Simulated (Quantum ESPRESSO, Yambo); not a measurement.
Planning a run of Yambo 5.3.0 on AgCl (Fm-3m). The input:

```
HF_and_locXC
gw0
dyson
ppa
em1d
rim_cut
RandQpts= 1000000
RandGvec= 1 RL
EXXRLvcs= 74 Ry
VXCRLvcs= 296 Ry
Chimod= "HARTREE"
% BndsRnXp
 1 | 77 |
%
NGsBlkXp= 15.5 Ry
% LongDrXp
 1 | 1 | 1 |
%
% GbndRnge
 1 | 77 |
%
DysSolver= "n"
ExtendOut
PPAPntXp= 27.21138 eV
% QPkrange
 3 | 3 | 12 | 15 |
 1 | 1 | 12 | 15 |
%
```

```sh
OMP_NUM_THREADS=1 mpirun -n 4 yambo -F gw2.in -J gw2 -C gw2 > gw2.log
```

The stored states that it reads are on a 4×4×4 mesh. It takes space group Fm-3m (No. 225, cubic). The conventional cell has a = 5.597 Å, b = 5.597 Å, c = 5.597 Å, α = 90.00°, β = 90.00°, γ = 90.00°. Nearest to Ag lie 6 Cl at 2.80 Å. Cl has 6 Ag at 2.80 Å nearest. Farther neighbours and most contacts between anions are not listed.

**Question.** How long will it take on 4 MPI ranks of Arm Neoverse V1, shared host, and how much memory?

It took 83 s; on shared hardware allow 41 s to 2.8 min. Peak host memory was 1.4 GiB.

The screening grows as filled bands × empty bands × pairs of k points, times the square of the screening basis for the matrix.

[Paths, hosts, dates, memory and timing lines, banners, echoed tables and standing remarks are left out of the program output.]

[Logs are printed without paths, hosts, clocks, repeated set-up lines and the standing remarks that a program may print on its own settings, such as how far it seeks lower states.]

[Runs of the session that timed out or met a known fault of the program may be left out.]

[Hosts, paths, dates, database ids (printed as entryN), source tags and the programs' standing remarks are cut or masked in the printed files.]
